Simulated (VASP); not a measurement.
This VASP 6.6.1 run on Nb3Sn needs a look.

File run.py:

```python
from ase.calculators.vasp import Vasp
from ase.dft.bandgap import bandgap
from ase.io import read

atoms = read('Nb3Sn.xyz')
calc = Vasp(
    directory='calc',
    xc='revtpss',
    pp='PBE',
    setups='minimal',
    pp_version='54',
    prec='Accurate',
    encut=500,
    ediff=1e-06,
    ismear=-1,
    sigma=0.1,
    lreal=False,
    lasph=True,
    nelm=73,
    algo='Normal',
    isif=2,
    lwave=False,
    lcharg=False,
    lmixtau=True,
    ivdw=12,
    vdw_s6=1.0,
    vdw_s8=1.4023,
    vdw_a1=0.4426,
    vdw_a2=4.4723,
    kpts=[5, 5, 5],
    gamma=True,
    nbands=47,
    nelect=80.0,
)
atoms.calc = calc

print('energy (eV):', atoms.get_potential_energy())
print('free energy (eV):', atoms.get_potential_energy(force_consistent=True))
print('forces (eV/A):')
print(atoms.get_forces())
print('stress (eV/A^3, Voigt):', atoms.get_stress())
print('Fermi level (eV):', calc.get_fermi_level())
gap, top, bottom = bandgap(calc)
print('band gap (eV):', gap, 'from (spin, k, band)', top, 'to', bottom)
```

Nb3Sn.xyz

```xyz
8
Lattice="5.2821000000 0.0000000000 0.0000000000 0.0000000000 5.2821000000 0.0000000000 0.0000000000 0.0000000000 5.2821000000" Properties=species:S:1:pos:R:3 pbc="T T T"
Sn     2.6410500000      2.6410500000      2.6410500000
Sn     0.0000000000      0.0000000000      0.0000000000
Nb     0.0000000000      2.6410500000      1.3205250000
Nb     0.0000000000      2.6410500000      3.9615750000
Nb     2.6410500000      1.3205250000      0.0000000000
Nb     3.9615750000      0.0000000000      2.6410500000
Nb     2.6410500000      3.9615750000      0.0000000000
Nb     1.3205250000      0.0000000000      2.6410500000
```

Potentials or basis: VASP PAW PBE potentials, release 54 (Sn, Nb_pv).

Launch:

```bash
$ python run.py
```

Output:

```text
energy (eV): 66.29131625
free energy (eV): 66.22889235
forces (eV/A):
[[-0. -0. -0.]
 [-0. -0. -0.]
 [-0.  0.  0.]
 [ 0. -0. -0.]
 [-0. -0. -0.]
 [-0.  0.  0.]
 [-0.  0.  0.]
 [ 0. -0. -0.]]
stress (eV/A^3, Voigt): [-0.33483205 -0.33483205 -0.33483205 -0.         -0.          0.        ]
Fermi level (eV): 7.3831538
[... 2 lines left out ...]
```

OUTCAR:

```text
ENCUT = 500.000000
[... 758 lines left out ...]
  free  energy   TOTEN  =        66.2288923469 eV

  energy  without entropy=       66.3537401550  energy(sigma->0) =       66.29131625
```

Q: How did it end, and where is the flaw?

A: The calculation finished and met its thresholds. The input holds a flaw that was put in on purpose: wrong number of electrons (NELECT = 80.000000). The program doesn't stop on it, so the numbers can't be trusted though the run ends normally.
